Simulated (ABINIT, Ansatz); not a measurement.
## A GW run on LiH (Fm-3m) in ABINIT, with inputs changed

What do changed inputs do to GW on LiH (Fm-3m)?

Program: ABINIT 10.8.3. Level of theory: PBE and many-body steps on it, plane waves. Results are calculated unless marked as measured.

The database entry behind the starting cell differs from later determinations by our own check (the deuteride, about 0.2 % short), so it need not match the best structure at ambient conditions.

### 1. Starting point

It takes space group Fm-3m (No. 225, cubic). Conventional cell: a = 4.074 Å, b = 4.074 Å, c = 4.074 Å, α = 90.00°, β = 90.00°, γ = 90.00°. Li has 6 H at 2.04 Å nearest. H has 6 Li at 2.04 Å nearest. Farther neighbours are not listed.

The cell and positions come from the Crystallography Open Database and are kept as given unless a step says otherwise.

### 2. Screening, 8×8×8 mesh, 127 bands, screening to 283 eV

This step: ABINIT 10.8.3; RPA screening on PBE, plane waves, norm-conserving pseudopotentials.

The RPA dielectric matrix is built and inverted for each q.

Contents of run.abi:

```
acell 3*1.0 Angstrom
rprim 
  -0.000000000000 2.036750000000 2.036750000000
  2.036750000000 -0.000000000000 2.036750000000
  2.036750000000 2.036750000000 -0.000000000000
ntypat 2
znucl 3 1
natom 2
typat 1 2
xred 
  0.000000000000 0.000000000000 0.000000000000
  0.500000000000 0.500000000000 0.500000000000
pp_dirpath "pseudos"
pseudos "Li.upf, H.upf"
ecut 33
ngkpt 8 8 8
nshiftk 1
shiftk 0 0 0
kptopt 1
chksymbreak 0
istwfk *1
occopt 1
irdwfk 1
optdriver 3
nband 127
ecuteps 10.4
inclvkb 2
awtr 1
symchi 1
indata_prefix "in"
outdata_prefix "out"
tmpdata_prefix "tmp"
```

Started as:

```bash
OMP_NUM_THREADS=1 mpirun -n 8 abinit run.abi > log
```

The log of the run:

```text
.Version 10.8.3 of ABINIT. v10.8.2 released Aug 2026.

 Symmetries : space group Fm -3 m (#225); Bravais cF (face-center cubic)
[... echo of the input left out ...]
== DATASET  1 ==================================================================
-   mpi_nproc: 8, omp_nthreads: 1 (-1 if OMP is not activated)

--- !DatasetInfo
iteration_state: {dtset: 1, }
dimensions: {natom: 2, nkpt: 29, mband: 127, nsppol: 1, nspinor: 1, nspden: 1, mpw: 1056, }
cutoff_energies: {ecut:  33.0, pawecutdg:  -1.0, }
electrons: {nelect:   4.00000000E+00, charge:   0.00000000E+00, occopt:   1.00000000E+00, tsmear:   1.00000000E-02, }

 SCREENING: Calculation of the susceptibility and dielectric matrices

 Based on a program developped by R.W. Godby, V. Olevano, G. Onida, and L. Reining.
 Incorporated in ABINIT by V. Olevano, G.-M. Rignanese, and M. Torrent.
.Using double precision arithmetic ; gwpc =  8

[... cell and pseudopotentials left out ...]
--------------------------------------------------------------------------------

 ==== K-mesh for the wavefunctions ====
 Number of points in the irreducible wedge :    29
[... list of points left out ...]
 Together with 48 symmetry operations and time-reversal symmetry
 yields   512 points in the full Brillouin Zone.

 ==== Q-mesh for the screening function ====
 Number of points in the irreducible wedge :    29
[... list of points left out ...]
 Together with 48 symmetry operations and time-reversal symmetry
 yields   512 points in the full Brillouin Zone.

 setmesh: FFT mesh size selected  =    24x   24x   24
          total number of points  =        13824

 vcoul_init : cutoff-mode = AUXILIARY_FUNCTION
 q-points for optical limit:   1
     1)      0.000010    0.000020    0.000030

- screening: taking advantage of time-reversal symmetry
- Maximum band index for partially occupied states nbvw = 2
- Remaining bands to be divided among processors   nbcw = 125
- Number of bands treated by each node ~15

 Number of electrons calculated from density =    4.0000; Expected =    4.0000
 average of density, n =  0.035077
 r_s =    1.8951
 omega_plasma =   18.0662 [eV]

 calculating chi0 at frequencies [eV] :
  1    0.000000E+00    0.000000E+00
  2    0.000000E+00    1.806615E+01

--------------------------------------------------------------------------------
  q-point number  1        q = ( 0.000000, 0.000000, 0.000000) [r.l.u.]
--------------------------------------------------------------------------------
[... chi0 elements left out ...]
 For q-point:  0.000010 0.000020 0.000030
  dielectric constant =   4.0092
  dielectric constant without local fields =   4.4047

  Average fulfillment of the sum rule on Im[epsilon] for q-point    1 :     96.38  [%]
[... wings left out ...]
  q-point number  2        q = ( 0.125000, 0.000000, 0.000000) [r.l.u.]
--------------------------------------------------------------------------------
[... chi0 elements left out ...]
  Average fulfillment of the sum rule on Im[epsilon] for q-point    2 :    101.85  [%]

 [... 27 further q-points ...]
```

Wall time 60 s (8 MPI ranks of Intel Xeon Platinum 8488C (Sapphire Rapids), shared host); peak memory 2 GiB.

Numbers from this step:

```
ε∞ with local fields, on this mesh, along the program's q direction : 4.009
the same without local fields                                       : 4.405
plasma frequency                                                    : 18.07 eV
plane waves in the screening matrix                                 : 169
```

Local fields lower ε∞ by 9 %.

### 3. Base

The self-energy is evaluated for the states that the input lists, and the levels follow from it, in one-shot runs by the linearised quasiparticle equation.

This step: G0W0 on PBE, plane waves, norm-conserving pseudopotentials.

Changes to run.abi since step 2:

```diff
@@ -23,8 +23,17 @@
 irdwfk 1
-optdriver 3
+optdriver 4
 nband 127
+gwcalctyp 0
+ecutsigx 33
+symsigma 1
+nkptgw 2
+kptgw 
+  0.5000000000 0.5000000000 0.0000000000
+  0.0000000000 0.0000000000 0.0000000000
+bdgw 
+  1 5
+  1 6
 ecuteps 10.4
-inclvkb 2
-awtr 1
-symchi 1
+irdscr 1
+ppmodel 1
 indata_prefix "in"
```

The log of the run:

```text
.Version 10.8.3 of ABINIT. v10.8.2 released Aug 2026.

 Symmetries : space group Fm -3 m (#225); Bravais cF (face-center cubic)
[... echo of the input left out ...]
== DATASET  1 ==================================================================
-   mpi_nproc: 8, omp_nthreads: 1 (-1 if OMP is not activated)

--- !DatasetInfo
iteration_state: {dtset: 1, }
dimensions: {natom: 2, nkpt: 29, mband: 127, nsppol: 1, nspinor: 1, nspden: 1, mpw: 1056, }
cutoff_energies: {ecut:  33.0, pawecutdg:  -1.0, }
electrons: {nelect:   4.00000000E+00, charge:   0.00000000E+00, occopt:   1.00000000E+00, tsmear:   1.00000000E-02, }

 SIGMA: Calculation of the GW corrections

 Based on a program developped by R.W. Godby, V. Olevano, G. Onida, and L. Reining.
 Incorporated in ABINIT by V. Olevano, G.-M. Rignanese, and M. Torrent.
.Using double precision arithmetic ; gwpc =  8

[... cell and pseudopotentials left out ...]
--------------------------------------------------------------------------------

 ==== K-mesh for the wavefunctions ====
 Number of points in the irreducible wedge :    29
[... list of points left out ...]
 Together with 48 symmetry operations and time-reversal symmetry
 yields   512 points in the full Brillouin Zone.

 ==== Q-mesh for screening function ====
 Number of points in the irreducible wedge :    29
[... list of points left out ...]
 Together with 48 symmetry operations and time-reversal symmetry
 yields   512 points in the full Brillouin Zone.

 vcoul_init : cutoff-mode = AUXILIARY_FUNCTION
 q-points for optical limit:   1
     1)      0.000010    0.000020    0.000030
 setmesh: FFT mesh size selected  =    30x   30x   30
          total number of points  =        27000

 Number of electrons calculated from density =    4.0000; Expected =    4.0000
 average of density, n =  0.035077
 r_s =    1.8951
 omega_plasma =   18.0662 [eV]

 === KS Band Gaps ===
  >>>> For spin  1
   Minimum direct gap =   3.0221 [eV], located at k-point      :   0.5000  0.5000  0.0000
   Fundamental gap    =   3.0221 [eV], Top of valence bands at :   0.5000  0.5000  0.0000
                                       Bottom of conduction at :   0.5000  0.5000  0.0000
 SIGMA fundamental parameters:
 PLASMON POLE MODEL  1
 number of plane-waves for SigmaX                 1037
 number of plane-waves for SigmaC and W            169
 number of plane-waves for wavefunctions          1037
 number of bands                                   127
 number of independent spin polarizations            1
 number of spinorial components                      1
 number of k-points in IBZ                          29
 number of q-points in IBZ                          29
 number of symmetry operations                      48
 number of k-points in BZ                          512
 number of q-points in BZ                          512
 number of frequencies for dSigma/dE                 9
 frequency step for dSigma/dE [eV]                0.25
 number of omega for Sigma on real axis              0
 max omega for Sigma on real axis  [eV]           0.00
 zcut for avoiding poles [eV]                     0.10

 EPSILON^-1 parameters (SCR file):
 dimension of the eps^-1 matrix on file            169
 dimension of the eps^-1 matrix used               169
 number of plane-waves for wavefunctions          1037
 number of bands                                   127
 number of q-points in IBZ                          29
 number of frequencies                               2
 number of real frequencies                          1
 number of imag frequencies                          1

 matrix elements of self-energy operator (all in [eV])

 Perturbative Calculation

--- !SelfEnergy_ee
iteration_state: {dtset: 1, }
kpoint     : [   0.500,    0.500,    0.000, ]
spin       : 1
KS_gap     :    3.022
QP_gap     :    4.970
Delta_QP_KS:    1.948
data: !SigmaeeData |
     Band     E0 <VxcDFT>   SigX SigC(E0)      Z dSigC/dE  Sig(E)    E-E0       E
        1 -44.599 -25.708 -39.786   5.439   0.765  -0.306 -32.321  -6.613 -51.211
        2  -0.348 -11.306 -14.553   1.384   0.772  -0.296 -12.744  -1.438  -1.786
        3   2.674  -7.648  -3.711  -3.308   0.812  -0.232  -7.138   0.510   3.184
        4  10.239  -8.235  -2.670  -4.533   0.779  -0.283  -7.431   0.804  11.044
        5  10.239  -8.235  -2.670  -4.533   0.779  -0.283  -7.431   0.804  11.044

--- !SelfEnergy_ee
iteration_state: {dtset: 1, }
kpoint     : [   0.000,    0.000,    0.000, ]
spin       : 1
KS_gap     :   20.729
QP_gap     :   22.882
Delta_QP_KS:    2.152
data: !SigmaeeData |
     Band     E0 <VxcDFT>   SigX SigC(E0)      Z dSigC/dE  Sig(E)    E-E0       E
        1 -44.649 -25.626 -39.725   5.434   0.773  -0.294 -32.325  -6.699 -51.348
        2  -5.602  -9.916 -15.631   3.360   0.714  -0.400 -11.598  -1.681  -7.283
        3  15.128 -11.718  -4.656  -6.345   0.657  -0.523 -11.247   0.471  15.599
        4  17.057  -8.964  -2.438  -5.432   0.715  -0.398  -8.181   0.783  17.839
        5  17.057  -8.964  -2.438  -5.432   0.715  -0.398  -8.181   0.783  17.839
        6  17.057  -8.964  -2.438  -5.432   0.715  -0.398  -8.181   0.783  17.839

== END DATASET(S) ==============================================================
================================================================================

 -outvars: echo values of variables after computation  --------
           etotal      0.0000000000E+00
            nband         127
             nkpt          29
          spgroup         225
 [... the other variables as echoed above ...]

 Calculation completed.
```

The job ended after 12 s (8 MPI ranks; peak memory 2 GiB).

Numbers from this step:

```yaml
g0w0_gap_on_the_points_computed: 4.970 eV
starting_gap_on_the_mesh: 3.022 eV
k_of_the_valence_top: 0.5, 0.5, 0
k_of_the_conduction_bottom: 0.5, 0.5, 0
z_at_the_valence_top: 0.772
z_at_the_conduction_bottom: 0.812
least_direct_g0w0_gap_on_the_computed_points: 4.970 eV
```

The gap on the mesh goes from 3.02 eV to 4.97 eV, a correction of +1.95 eV.

### 4. Exchange cutoff

Changes to run.abi since step 3:

```diff
@@ -26,3 +26,3 @@
 gwcalctyp 0
-ecutsigx 33
+ecutsigx 9.9
 symsigma 1
```

The log of the run:

```text
.Version 10.8.3 of ABINIT. v10.8.2 released Aug 2026.

 Symmetries : space group Fm -3 m (#225); Bravais cF (face-center cubic)
[... echo of the input left out ...]
== DATASET  1 ==================================================================
-   mpi_nproc: 8, omp_nthreads: 1 (-1 if OMP is not activated)

--- !DatasetInfo
iteration_state: {dtset: 1, }
dimensions: {natom: 2, nkpt: 29, mband: 127, nsppol: 1, nspinor: 1, nspden: 1, mpw: 1056, }
cutoff_energies: {ecut:  33.0, pawecutdg:  -1.0, }
electrons: {nelect:   4.00000000E+00, charge:   0.00000000E+00, occopt:   1.00000000E+00, tsmear:   1.00000000E-02, }

 SIGMA: Calculation of the GW corrections

 Based on a program developped by R.W. Godby, V. Olevano, G. Onida, and L. Reining.
 Incorporated in ABINIT by V. Olevano, G.-M. Rignanese, and M. Torrent.
.Using double precision arithmetic ; gwpc =  8

[... cell and pseudopotentials left out ...]
--------------------------------------------------------------------------------

 ==== K-mesh for the wavefunctions ====
 Number of points in the irreducible wedge :    29
[... list of points left out ...]
 Together with 48 symmetry operations and time-reversal symmetry
 yields   512 points in the full Brillouin Zone.

 ==== Q-mesh for screening function ====
 Number of points in the irreducible wedge :    29
[... list of points left out ...]
 Together with 48 symmetry operations and time-reversal symmetry
 yields   512 points in the full Brillouin Zone.

 vcoul_init : cutoff-mode = AUXILIARY_FUNCTION
 q-points for optical limit:   1
     1)      0.000010    0.000020    0.000030
 setmesh: FFT mesh size selected  =    24x   24x   24
          total number of points  =        13824

 Number of electrons calculated from density =    4.0000; Expected =    4.0000
[...]
number of omega for Sigma on real axis              0
 max omega for Sigma on real axis  [eV]           0.00
 zcut for avoiding poles [eV]                     0.10

 EPSILON^-1 parameters (SCR file):
 dimension of the eps^-1 matrix on file            169
 dimension of the eps^-1 matrix used               169
 number of plane-waves for wavefunctions          1037
 number of bands                                   127
 number of q-points in IBZ                          29
 number of frequencies                               2
 number of real frequencies                          1
 number of imag frequencies                          1

 matrix elements of self-energy operator (all in [eV])

 Perturbative Calculation

--- !SelfEnergy_ee
iteration_state: {dtset: 1, }
kpoint     : [   0.500,    0.500,    0.000, ]
spin       : 1
KS_gap     :    3.022
QP_gap     :    4.962
Delta_QP_KS:    1.940
data: !SigmaeeData |
     Band     E0 <VxcDFT>   SigX SigC(E0)      Z dSigC/dE  Sig(E)    E-E0       E
        1 -44.599 -25.708 -38.720   5.439   0.765  -0.306 -31.505  -5.797 -50.395
        2  -0.348 -11.306 -14.533   1.384   0.772  -0.296 -12.729  -1.422  -1.770
        3   2.674  -7.648  -3.702  -3.308   0.812  -0.232  -7.130   0.517   3.191
[...]
--- !SelfEnergy_ee
iteration_state: {dtset: 1, }
kpoint     : [   0.000,    0.000,    0.000, ]
spin       : 1
KS_gap     :   20.729
QP_gap     :   22.885
Delta_QP_KS:    2.156
data: !SigmaeeData |
     Band     E0 <VxcDFT>   SigX SigC(E0)      Z dSigC/dE  Sig(E)    E-E0       E
[...]
5  17.057  -8.964  -2.399  -5.432   0.715  -0.398  -8.153   0.811  17.867
        6  17.057  -8.964  -2.399  -5.432   0.715  -0.398  -8.153   0.811  17.867

== END DATASET(S) ==============================================================
================================================================================

 -outvars: echo values of variables after computation  --------
           etotal      0.0000000000E+00
            nband         127
             nkpt          29
          spgroup         225
 [... the other variables as echoed above ...]

 Calculation completed.
```

Elapsed: 12 s, on 8 MPI ranks; peak memory 2.2 GiB.

This step gave:

- G0W0 gap on the points computed: 4.961 eV
- starting gap on the mesh: 3.022 eV
- k of the valence top: 0.5, 0.5, 0
- k of the conduction bottom: 0.5, 0.5, 0
- Z at the valence top: 0.772
- Z at the conduction bottom: 0.812
- least direct G0W0 gap on the computed points: 4.961 eV

### 5. Screening cutoff above the file's

Changes to run.abi since step 4:

```diff
@@ -26,3 +26,3 @@
 gwcalctyp 0
-ecutsigx 9.9
+ecutsigx 33
 symsigma 1
@@ -35,3 +35,3 @@
   1 6
-ecuteps 10.4
+ecuteps 41.6
 irdscr 1
```

The log of the run:

```text
.Version 10.8.3 of ABINIT. v10.8.2 released Aug 2026.

 Symmetries : space group Fm -3 m (#225); Bravais cF (face-center cubic)
[... echo of the input left out ...]
== DATASET  1 ==================================================================
-   mpi_nproc: 8, omp_nthreads: 1 (-1 if OMP is not activated)

--- !DatasetInfo
iteration_state: {dtset: 1, }
dimensions: {natom: 2, nkpt: 29, mband: 127, nsppol: 1, nspinor: 1, nspden: 1, mpw: 1056, }
cutoff_energies: {ecut:  33.0, pawecutdg:  -1.0, }
electrons: {nelect:   4.00000000E+00, charge:   0.00000000E+00, occopt:   1.00000000E+00, tsmear:   1.00000000E-02, }

 SIGMA: Calculation of the GW corrections

 Based on a program developped by R.W. Godby, V. Olevano, G. Onida, and L. Reining.
 Incorporated in ABINIT by V. Olevano, G.-M. Rignanese, and M. Torrent.
.Using double precision arithmetic ; gwpc =  8

[... cell and pseudopotentials left out ...]
--------------------------------------------------------------------------------

 ==== K-mesh for the wavefunctions ====
 Number of points in the irreducible wedge :    29
[... list of points left out ...]
 Together with 48 symmetry operations and time-reversal symmetry
 yields   512 points in the full Brillouin Zone.

 ==== Q-mesh for screening function ====
 Number of points in the irreducible wedge :    29
[... list of points left out ...]
 Together with 48 symmetry operations and time-reversal symmetry
 yields   512 points in the full Brillouin Zone.

 vcoul_init : cutoff-mode = AUXILIARY_FUNCTION
 q-points for optical limit:   1
     1)      0.000010    0.000020    0.000030
 setmesh: FFT mesh size selected  =    30x   30x   30
          total number of points  =        27000

 Number of electrons calculated from density =    4.0000; Expected =    4.0000
[...]
number of omega for Sigma on real axis              0
 max omega for Sigma on real axis  [eV]           0.00
 zcut for avoiding poles [eV]                     0.10

 EPSILON^-1 parameters (SCR file):
 dimension of the eps^-1 matrix on file            169
 dimension of the eps^-1 matrix used               169
 number of plane-waves for wavefunctions          1037
 number of bands                                   127
 number of q-points in IBZ                          29
 number of frequencies                               2
 number of real frequencies                          1
 number of imag frequencies                          1

 matrix elements of self-energy operator (all in [eV])

 Perturbative Calculation

--- !SelfEnergy_ee
iteration_state: {dtset: 1, }
kpoint     : [   0.500,    0.500,    0.000, ]
spin       : 1
KS_gap     :    3.022
QP_gap     :    4.970
Delta_QP_KS:    1.948
data: !SigmaeeData |
     Band     E0 <VxcDFT>   SigX SigC(E0)      Z dSigC/dE  Sig(E)    E-E0       E
        1 -44.599 -25.708 -39.786   5.439   0.765  -0.306 -32.321  -6.613 -51.211
        2  -0.348 -11.306 -14.553   1.384   0.772  -0.296 -12.744  -1.438  -1.786
        3   2.674  -7.648  -3.711  -3.308   0.812  -0.232  -7.138   0.510   3.184
[...]
--- !SelfEnergy_ee
iteration_state: {dtset: 1, }
kpoint     : [   0.000,    0.000,    0.000, ]
spin       : 1
KS_gap     :   20.729
QP_gap     :   22.882
Delta_QP_KS:    2.152
data: !SigmaeeData |
     Band     E0 <VxcDFT>   SigX SigC(E0)      Z dSigC/dE  Sig(E)    E-E0       E
[...]
5  17.057  -8.964  -2.438  -5.432   0.715  -0.398  -8.181   0.783  17.839
        6  17.057  -8.964  -2.438  -5.432   0.715  -0.398  -8.181   0.783  17.839

== END DATASET(S) ==============================================================
================================================================================

 -outvars: echo values of variables after computation  --------
           etotal      0.0000000000E+00
            nband         127
             nkpt          29
          spgroup         225
 [... the other variables as echoed above ...]

 Calculation completed.
```

Run time: 12 s. Hardware: 8 MPI ranks; peak memory 2 GiB.

The run ended normally, though the input holds a fault or crude settings.

The fault put into this input: screening cutoff above the file's. It printed a gap of 4.97 eV, the value of the sound run: the program fell back on what its files hold, so an unchanged gap is no proof of convergence.

### 6. The runs together

Times are wall times on 8 MPI ranks of Intel Xeon Platinum 8488C (Sapphire Rapids), shared host, good to a factor of about two. A run's time includes the screening step that it read.

```csv
run,mesh,bands,screening cutoff (eV),DFT gap (eV),gap on the mesh (eV),direct (eV),ε∞ used,time
base,8×8×8,127,283,3.022,4.970,4.970,4.01,71 s
exchange cutoff,8×8×8,127,283,3.022,4.961,4.961,4.01,71 s
```

### 7. What came out

* base: 4.970 eV
* exchange cutoff: 4.961 eV
* known limits: not at the basis limit

Exchange cutoff: −0.009 eV against base (keys changed: ecutsigx). Bands and cutoff are finite, so the gap is not at the basis limit. The miss can reach some tenths of an eV and take either sign; the mesh is an error of its own. In the G0W0 runs levels were corrected at 2 k points alone, so a gap called «on the mesh» is the least over those, and an edge elsewhere would be missed.

[Paths, hosts, dates, memory and timing lines, banners, echoed tables and standing remarks are left out of the program output.]

[Logs are printed without paths, hosts, clocks, repeated set-up lines and the standing remarks that a program may print on its own settings, such as how far it seeks lower states.]

[Runs of the session that timed out or met a known fault of the program may be left out.]

[Hosts, paths, dates, database ids (printed as entryN), source tags and the programs' standing remarks are cut or masked in the printed files.]

[G0W0 gaps are taken among the corrected bands and points alone; a level outside them can change the order at an edge.]

[Where Ansatz stands beside ABINIT at settings called matched, ABINIT's density can come from a denser mesh and the files from another edition; pairs whose starting gaps differed by over 0.03 eV were left out, so agreement reads better than it is.]
